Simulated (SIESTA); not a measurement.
Runs of SIESTA 5.4.2 on InPd. It takes space group Pm-3m (No. 221, cubic). Conventional cell: a = 3.272 Å, b = 3.272 Å, c = 3.272 Å, α = 90.00°, β = 90.00°, γ = 90.00°. Around In (site symmetry m-3m) lie 8 Pd at 2.83 Å. Pd (site symmetry m-3m) has 8 In at 2.83 Å as nearest neighbours. The cell comes from a database or a generator and needn't be the stable form of this composition.

```csv
task,level,potentials or basis,spin,cell,k mesh,gap on the mesh (eV),pressure (GPa)
single point,PBEsol,"PseudoDojo 0.4 standard (PBEsol files), DZP (energy shift 0.003 Ry; two zetas on semicore shells)",off,as given,8 × 8 × 8,none,-2.5
single point,vdW-DF-C09,"PseudoDojo 0.4 standard (PBE files), DZP (energy shift 0.003 Ry; two zetas on semicore shells)",off,as given,8 × 8 × 8,none,-1.8
band structure,PBEsol,"PseudoDojo 0.4 standard (PBEsol files, fully relativistic), DZP (energy shift 0.003 Ry; two zetas on semicore shells)","non-collinear, zero start, SOC",as given,6 × 6 × 6,none,-2.2
single point,PBEsol,"PseudoDojo 0.4 standard (PBEsol files), DZP (energy shift 0.003 Ry; two zetas on semicore shells)",off,"atoms moved at random, drawn with an rms of 0.05 Å",8 × 8 × 8,none,-2.3
single point,vdW-DF,"PseudoDojo 0.4 standard (PBE files), DZP (energy shift 0.003 Ry; two zetas on semicore shells)",off,as given,8 × 8 × 8,none,10.8
single point,VV10,"PseudoDojo 0.4 standard (PBE files), DZP (energy shift 0.003 Ry; two zetas on semicore shells)",off,as given,8 × 8 × 8,none,6.3
single point,vdW-DF2,"PseudoDojo 0.4 standard (PBE files), DZP (energy shift 0.003 Ry; two zetas on semicore shells)",off,as given,8 × 8 × 8,none,(b)
band structure,PBEsol,"PseudoDojo 0.4 standard (PBEsol files), DZP (energy shift 0.003 Ry; two zetas on semicore shells)",off,as given,8 × 8 × 8,none,-2.5
band structure,PBEsol,"PseudoDojo 0.4 standard (PBEsol files), DZP (energy shift 0.003 Ry; two zetas on semicore shells)",off,as given,6 × 6 × 6,none,-2.2
single point,vdW-DF-cx,"PseudoDojo 0.4 standard (PBE files), DZP (energy shift 0.003 Ry; two zetas on semicore shells)",off,as given,8 × 8 × 8,none,(a)
single point,optB88-vdW,"PseudoDojo 0.4 standard (PBE files), DZP (energy shift 0.003 Ry; two zetas on semicore shells)",off,as given,8 × 8 × 8,none,4.3
```

Alike in all rows: smearing fermi-dirac 0.05 eV; grid cutoff 800 Ry; energy shift 0.003 Ry.

Problem. Estimate the missing entries.

Solution. (a) -0.8; (b) 16.8.

Caveats: the basis of atomic orbitals isn't converged, which shifts pressures, moduli and gaps; the potentials were made for another functional, which shifts forces and pressure (some runs); spin-orbit coupling is left out, which moves the levels of the heavy elements (some runs); the non-local part is tabulated coarsely and may be off by about a percent (some runs).

A k mesh can miss the band edges, and rows without SOC leave out spin-orbit coupling on In, Pd.

A gap of «none» marks a metal or a gap under the smearing width.

Runs at the PBE level aren't shown here.
